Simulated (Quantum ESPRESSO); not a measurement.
Sb:

```xyz
2
Lattice="3.3545 0.0000 0.0000 -1.6773 2.9051 0.0000 0.0000 0.0000 5.4702" Properties=species:S:1:pos:R:3 pbc="T T T"
Sb    1.6773    0.9684    4.1026
Sb    0.0000    1.9367    1.3675
```

This isn't the form of Sb at room conditions, which is rhombohedral.

* Program: Quantum ESPRESSO 7.5
* Task: phonons and electron-phonon coupling
* Functional: PBEsol
* Potentials or basis: GBRV 1.5 PBEsol
* Cutoff: 612 eV
* Density cutoff: 4898 eV
* k mesh: 6 × 6 × 3
* Occupations: methfessel-paxton, width 0.272 eV
* Spin: no spin polarisation
* Mixing beta: 0.5
* Most SCF iterations: 120
* SCF threshold: 4e-10 Ry
* q mesh: 2 × 2 × 1

The cell and the atoms were relaxed first, to 25.93 Å³/atom (a = 3.300 Å, b = 3.300 Å, c = 5.497 Å, α = 90.00°, β = 90.00°, γ = 120.00°), and the response was taken there.

Problem. Is this structure dynamically stable at this level, and how far does the spectrum reach?

Solution. No: the interpolated spectrum has imaginary modes, down to 44i cm⁻¹ near q = (0.25, 0.00, 0.00). The highest frequency is 97 cm⁻¹.

Phonon frequencies at the corners of the path (cm⁻¹, interpolated; i marks imaginary ones):
```
point            frequencies
    Γ       40i 40i 0 0 0 77
    M     38i 22 40 55 71 97
    K     27i 54 54 65 65 81
    A  28i 28i 28i 28i 54 54
    L    22i 22i 64 64 74 74
    H      54 54 54 54 65 65
```

Phonon states per cell in windows of 10 cm⁻¹ (negative: imaginary):
| from (cm⁻¹) | total |
| --- | --- |
| -50 | 0.12 |
| -40 | 0.46 |
| -30 | 0.36 |
| -20 | 0.23 |
| -10 | 0.18 |
| 0 | 0.18 |
| 10 | 0.20 |
| 20 | 0.31 |
| 30 | 0.33 |
| 40 | 0.51 |
| 50 | 0.99 |
| 60 | 1.47 |
| 70 | 0.40 |
| 80 | 0.25 |
| 90 | 0.05 |

A q mesh this small can miss soft modes between its points.

Caveat: the k mesh is coarse (spacing up to 0.38 Å⁻¹), so the values aren't converged; the mesh is thin for the phonons of a metal; some modes are imaginary; the interpolated spectrum has imaginary branches, which spoil the λ, ω_log and α²F that the log prints; λ from interpolated matrix elements is rough: modes that symmetry makes equal can differ by tens of percent; the q mesh is small, so phonon branches between its points and thermal values are rough.
